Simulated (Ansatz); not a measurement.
**BP: the crystal squeezed far**

An exercise on one series of results from a longer session: the logs are not shown, and one member is left open.

Program: Ansatz 0.2.0. Level of theory: DFT, LDA, PAW with Ansatz's default frozen-core files, scalar-relativistic. These are calculated values, not measurements.

## The starting structure

Symmetry: Fm-3m, No. 225, cubic system. Conventional cell: a = 4.309 Å, b = 4.309 Å, c = 4.309 Å, α = 90.00°, β = 90.00°, γ = 90.00°. B (site symmetry m-3m) is surrounded by 6 P at 2.15 Å. P (site symmetry m-3m) is surrounded by 6 B at 2.15 Å.

Structure file:

```xyz
2
Lattice="0.0000 2.1544 2.1544 2.1544 0.0000 2.1544 2.1544 2.1544 0.0000" Properties=species:S:1:pos:R:3 pbc="T T T"
B     0.0000    0.0000    0.0000
P     2.1544    2.1544    2.1544
```

Whether this phase is the stable one at these pressures isn't tested.

Atoms are numbered in the order of the input: B1, P2.

The first run:

input.yaml reads:

```yaml
crystal:
  lattice:
    - [0.0, 2.15443469, 2.15443469]
    - [2.15443469, 0.0, 2.15443469]
    - [2.15443469, 2.15443469, 0.0]
  atoms:
    - { symbol: B, position: [0.0, 0.0, 0.0] }
    - { symbol: P, position: [0.5, 0.5, 0.5] }
kpoints:
  mp_grid: { grid: [15, 15, 15] }
scf:
  occupations: { method: fermi_dirac, width: 0.1 }
hamiltonian:
  xc: lda
  pseudopotentials: { kind: paw }
output:
  forces: true
  stress: true
relax:
  f_tol: 0.005
  max_steps: 40
  cell: {}
```

Run with:

```console
ansatz run input.yaml --threads 1 --pin off --max-ram 2048MiB --backend cpu --events-out ev --progress --plain --runs-dir out
```

Steps of the session up to this table: Cell relaxed at zero pressure, PAW; Volume scaled by 1, PAW; Volume scaled by 0.94, PAW; Volume scaled by 0.88, PAW; Volume scaled by 0.88, PAW (partial_waves polarizable); Volume scaled by 0.8, PAW; Volume scaled by 0.72, PAW; Volume scaled by 0.64, PAW; Volume scaled by 0.55, PAW; Volume scaled by 0.55, PAW (cutoff 300 eV).

One table of the session follows, with a row left open; its other results are not shown here.

| method | volume over the first | volume (Å³/atom) | pressure (GPa) |
| --- | --- | --- | --- |
| PAW | 1 | 9.701 | -0.03 |
| PAW | 0.94 | 9.119 | 11.92 |
| PAW | 0.88 | 8.537 | 27.93 |
| PAW | 0.8 | ? | ? |
| PAW | 0.72 | 6.985 | 103.80 |
| PAW | 0.64 | 6.209 | 172.49 |
| PAW | 0.55 | 5.336 | 299.05 |
| PAW (cutoff 300 eV) | 0.55 | 5.336 | 300.28 |
| PAW (partial_waves polarizable) | 0.88 | 8.537 | 27.93 |

Estimate the missing values for PAW, 0.8.

As computed: volume (Å³/atom): 7.761; pressure (GPa): 58.11. In the column «volume (Å³/atom)» it lies between PAW, 0.72 (6.985) and PAW, 0.88 (8.537).

To keep in mind: Warnings in the runs' records: cutoff below recommended.
